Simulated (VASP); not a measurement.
# GaSb: self-consistent run, by functional and exact exchange

GaSb, F-43m (no. 216), 2 atoms in the cell.

| Functional | Exact exchange | Pressure (GPa) | Gap on the mesh (eV) | Time (s) |
|---|---|---|---|---|
| O3LYP | 0.1161 | 2.26 | 0.843 | 165 |
| B1WC | 0.16 | -1.13 | 0.913 | 96 |
| B3P86 | 0.2 | 0.74 | 1.140 | 93 |
| PBE0 (PBEH) | 0.25 | -0.03 | 1.598 | 102 |
| mPW1PW | 0.25 | 0.00 | 1.550 | 112 |
| B97-3 | 0.2693 | 2.37 | 1.861 | 163 |
| mPW1K | 0.428 | -2.36 | 2.877 | 117 |
| BHandHLYP | 0.5 | -0.77 | 3.297 | 146 |

Limits: the k mesh is coarse, so the gap and the pressure can be far off.

## Input of the first row

INCAR.step1:
```
SYSTEM = GaSb
PREC = Accurate
ENCUT = 450
EDIFF = 1E-5
ISMEAR = 0
SIGMA = 0.02
LREAL = .False.
LASPH = .True.
ALGO = Normal
NELM = 100
ISIF = 2
LWAVE = .True.
LCHARG = .False.
GGA = PE
```

INCAR.step2:
```
SYSTEM = GaSb
PREC = Accurate
ENCUT = 450
EDIFF = 1E-6
ISMEAR = 0
SIGMA = 0.02
LREAL = .False.
LASPH = .True.
ALGO = Normal
NELM = 100
ISIF = 2
LWAVE = .False.
LCHARG = .False.
ISTART = 1
LHFCALC = .True.
AEXX = 0.1161
PRECFOCK = Fast
GGA = LIBXC
LIBXC1 = HYB_GGA_XC_O3LYP
```

KPOINTS:
```
k-points
0
Gamma
  4 4 4
```

POSCAR:
```
GaSb
1.0
    0.0000000000      3.0590000000      3.0590000000
    3.0590000000      0.0000000000      3.0590000000
    3.0590000000      3.0590000000      0.0000000000
Sb Ga
1 1
Direct
    0.7500000000      0.7500000000      0.7500000000
    0.0000000000      0.0000000000      0.0000000000
```

Commands (each step's output is kept before the next begins):
```
cat potpaw_PBE.64/Sb/POTCAR potpaw_PBE.64/Ga_d/POTCAR > POTCAR
cp INCAR.step1 INCAR
mpirun -np 1 vasp_std > vasp.out
cp INCAR.step2 INCAR
mpirun -np 1 vasp_std > vasp.out
```

Changes of the last row against the first:
```
(step 2)
- AEXX = 0.1161
- LIBXC1 = HYB_GGA_XC_O3LYP
+ AEXX = 0.5
+ LIBXC1 = HYB_GGA_XC_BHANDHLYP
```

VASP 6.6.1 took 165 s on 1 core (Intel Xeon 6975P-C (Granite Rapids)), a shared host.
